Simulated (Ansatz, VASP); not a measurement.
# TiO2: VASP beside Ansatz

File INCAR:

```
SYSTEM = TiO2
ALGO = Normal
EDIFF = 1E-7
ENCUT = 520
GGA = PS
ISIF = 2
ISMEAR = -1
KPAR = 2
LASPH = .TRUE.
LCHARG = .FALSE.
LREAL = .FALSE.
LWAVE = .FALSE.
NBANDS = 33
NELM = 80
PREC = Accurate
SIGMA = 0.05
```

Contents of KPOINTS:

```
k-points
0
G
  6 6 9
  0 0 0
```

POSCAR

```
TiO2
1.0
    4.5998373239      0.0000000000      0.0000000000
    0.0000000000      4.5998373239      0.0000000000
    0.0000000000      0.0000000000      2.9592135600
Ti O
2 4
Direct
    0.0000000000      0.0000000000      0.5000000000
    0.5000000000      0.5000000000      0.0000000000
    0.3043213200      0.3043213200      0.5000000000
    0.1956786800      0.8043213200      0.0000000000
    0.8043213200      0.1956786800      0.0000000000
    0.6956786800      0.6956786800      0.5000000000
```

Contents of input.yaml:

```yaml
crystal:
  lattice:
    - [4.5998373239, 0.0, 0.0]
    - [0.0, 4.5998373239, 0.0]
    - [0.0, 0.0, 2.95921356]
  atoms:
    - { symbol: Ti, position: [0.0, 0.0, 0.5] }
    - { symbol: Ti, position: [0.5, 0.5, 0.0] }
    - { symbol: O, position: [0.30432132, 0.30432132, 0.5] }
    - { symbol: O, position: [0.19567868, 0.80432132, 0.0] }
    - { symbol: O, position: [0.80432132, 0.19567868, 0.0] }
    - { symbol: O, position: [0.69567868, 0.69567868, 0.5] }
hamiltonian:
  xc: pbesol
  pseudopotentials: { kind: paw }
kpoints:
  mp_grid: { grid: [6, 6, 9] }
  band_path:
    path:
      - [[0.0, 0.0, 0.0], [0.0, 0.5, 0.0], [0.5, 0.5, 0.0], [0.0, 0.0, 0.0], [0.0, 0.0, 0.5], [0.0, 0.5, 0.5], [0.5, 0.5, 0.5], [0.0, 0.0, 0.5]]
      - [[0.0, 0.5, 0.0], [0.0, 0.5, 0.5]]
      - [[0.5, 0.5, 0.0], [0.5, 0.5, 0.5]]
    npoints: 14
scf:
  occupations: { method: fermi_dirac, width: 0.05 }
  n_extra_bands: 15
output:
  forces: true
  stress: true
  eigenvalues: true
  fatbands: false
```

The cell is a database's computed one.

Alike in both runs: functional PBEsol; k mesh 6 × 6 × 9; occupations fermi-dirac, width 0.05 eV; no spin polarisation.

|  | VASP | Ansatz |
| --- | --- | --- |
| version | VASP 6.6.1 | Ansatz 0.2.0 |
| potentials or method | VASP PAW PBE potentials, release 64 (Ti_sv, O) | Ansatz PAW |
| plane-wave cutoff (eV) | 520 | 420 |
| valence electrons in the cell | 48 | 48 |
| task | single point | band structure |

VASP gave:

| Property | Result |
| --- | --- |
| gap on the k mesh at the Fermi level (eV) | 1.80 |
| least direct gap on the mesh (eV) | 1.80 |
| pressure (GPa) | -2.1 |
| largest component of the traceless stress (GPa) | 1.15 |
| rms of the force components (eV/Å) | 0.022 |

Estimate Ansatz's values.

gap on the k mesh at the Fermi level (eV): 1.83; least direct gap on the mesh (eV): 1.83; pressure (GPa): -2.8; largest component of the traceless stress (GPa): 1.34; rms of the force components (eV/Å): 0.033.

Atom by atom the forces differ by 0.011 eV/Å (rms over components). With one functional, cell and mesh, what is left measures potentials, basis and numerics.

Caveats: the PAW data sets were made with another functional, which shifts forces and pressure a little (VASP); an odd mesh through Γ misses points on the zone boundary, where band edges often lie (VASP); the pressure holds a Pulay correction of +0.8 GPa for the finite cutoff (Ansatz); the PAW data sets come from PBE, with cores solved anew for the run's functional, which leaves a small shift of forces and pressure (Ansatz). Expect the measured gap to be larger: semilocal functionals such as PBEsol lack the derivative discontinuity.
